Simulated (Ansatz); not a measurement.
## HgTe (Coloradoite): relaxation of cell and atoms with PBEsol

Crystal: HgTe (Coloradoite).

```
CELL_PARAMETERS angstrom
0.00000 3.21450 3.21450
3.21450 0.00000 3.21450
3.21450 3.21450 0.00000
ATOMIC_POSITIONS crystal
Hg 0.00000 0.00000 0.00000
Te 0.75000 0.75000 0.75000
```

| Property | Result |
| --- | --- |
| Program | Ansatz 0.2.0 |
| Task | relaxation of cell and atoms |
| Functional | PBEsol |
| Potentials or basis | all-electron LAPW, scalar-relativistic |
| Basis error allowed | 0.001 eV/atom |
| k mesh | 7 × 7 × 7 |
| Occupations | fermi-dirac, width 0.05 eV |
| Spin | no spin polarisation |

| Property | Result |
| --- | --- |
| Relaxed volume | 34.51 Å³/atom |
| Relaxed cell | a = 4.604 Å, b = 4.604 Å, c = 4.604 Å, α = 60.00°, β = 60.00°, γ = 60.00° |
| Space group after relaxing (to 0.05 Å) | F-43m (No. 216) |
| Energy gained by relaxing | 6.9 meV/atom |
| Ionic steps | 5 |
| Pressure after relaxing | 0.0 GPa |

Step by step:
| step | energy change (eV) | largest force (eV/Å) | volume (Å³) |
| --- | --- | --- | --- |
| 1 | 0.0000 | 0.0000 | 66.43 |
| 2 | -0.0088 | 0.0000 | 70.67 |
| 3 | -0.0137 | 0.0000 | 69.15 |
| 4 | -0.0138 | 0.0000 | 69.01 |
| 5 | -0.0138 | 0.0000 | 69.01 |

Final structure:
```cif
data_structure
_symmetry_space_group_name_H-M 'P 1'
_symmetry_Int_Tables_number 1
_cell_length_a 4.6041
_cell_length_b 4.6041
_cell_length_c 4.6041
_cell_angle_alpha 60.000
_cell_angle_beta 60.000
_cell_angle_gamma 60.000
_cell_volume 69.01
loop_
_atom_site_label
_atom_site_type_symbol
_atom_site_fract_x
_atom_site_fract_y
_atom_site_fract_z
_atom_site_occupancy
Hg1 Hg 0.00000 0.00000 0.00000 1
Te1 Te 0.75000 0.75000 0.75000 1
```

Wall time 49 s on 1 thread of Arm Neoverse V2, with other jobs on the host, peak memory 0.32 GiB.

Spin-orbit coupling is left out, which matters for the levels of Hg, Te. Zero-point motion and thermal expansion aren't in these numbers.
